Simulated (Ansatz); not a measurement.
The system is BeS.

```
S Be
1.0
     0.00000    2.42500    2.42500
     2.42500    0.00000    2.42500
     2.42500    2.42500    0.00000
S Be
1 1
Direct
  0.75000 0.75000 0.75000
  0.00000 0.00000 0.00000
```

- Program: Ansatz 0.2.0
- Task: relaxation of cell and atoms
- Functional: LDA
- Potentials or basis: Ansatz PAW
- Cutoff: 420 eV (not typed: the program's choice for these potentials)
- k mesh: 9 × 9 × 9
- Occupations: fermi-dirac, width 0.05 eV
- Spin: no spin polarisation

At the start: volume 14.26 Å³/atom.

**Question.** Where does the relaxation end?

**Answer.** It ends after 5 steps and the volume is 13.79 Å³/atom (-3.3 %); space group F-43m (No. 216, to 0.05 Å).

Step by step:
```csv
step,energy change (eV),largest force (eV/Å),volume (Å³)
1,0.0000,0.0000,28.52
2,-0.0079,0.0000,27.98
3,-0.0097,0.0000,27.57
4,-0.0097,0.0000,27.59
5,-0.0096,0.0000,27.59
```

Final structure:
```cif
data_structure
_symmetry_space_group_name_H-M 'P 1'
_symmetry_Int_Tables_number 1
_cell_length_a 3.3915
_cell_length_b 3.3915
_cell_length_c 3.3915
_cell_angle_alpha 60.000
_cell_angle_beta 60.000
_cell_angle_gamma 60.000
_cell_volume 27.59
loop_
_atom_site_label
_atom_site_type_symbol
_atom_site_fract_x
_atom_site_fract_y
_atom_site_fract_z
_atom_site_occupancy
S1 S 0.75000 0.75000 0.75000 1
Be1 Be 0.00000 0.00000 0.00000 1
```

Caveat: the plane-wave basis is chosen anew once the cell has moved, so the energies of steps on either side of that aren't comparable; the PAW data sets come from PBE, with cores solved anew for the run's functional, which leaves a small shift of forces and pressure.
